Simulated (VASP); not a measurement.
Consider the following.

```yaml
crystal:
  lattice:
    - [0.00000, 3.11600, 3.11600]
    - [3.11600, 0.00000, 3.11600]
    - [3.11600, 3.11600, 0.00000]
  atoms:
    - { symbol: Al, position: [0.00000, 0.00000, 0.00000] }
    - { symbol: Sb, position: [0.25000, 0.25000, 0.25000] }
```

All values below come from PBE GGA, VASP's PBE PAW potentials (set 64) (plane waves; VASP). Settings: 520 eV cut-off, 7×7×7 Γ-centred mesh, Gaussian smearing of 0.050 eV, potentials Al Sb.

Unless said otherwise, spin-orbit coupling is left out, though it shifts the bands of the heavy elements here.

Question: Estimate the energy per atom (σ→0), band gap (on the k-mesh) with the smallest direct gap where there is one.

Answer: 
| Quantity | Result |
|---|---|
| band gap (on the k-mesh) | 1.26 eV |
| smallest direct gap (on the k-mesh) | 1.26 eV |
| energy per atom (σ→0) | -4.105 eV/atom |

The compound is AlSb in the zinc blende structure. It was relaxed first.
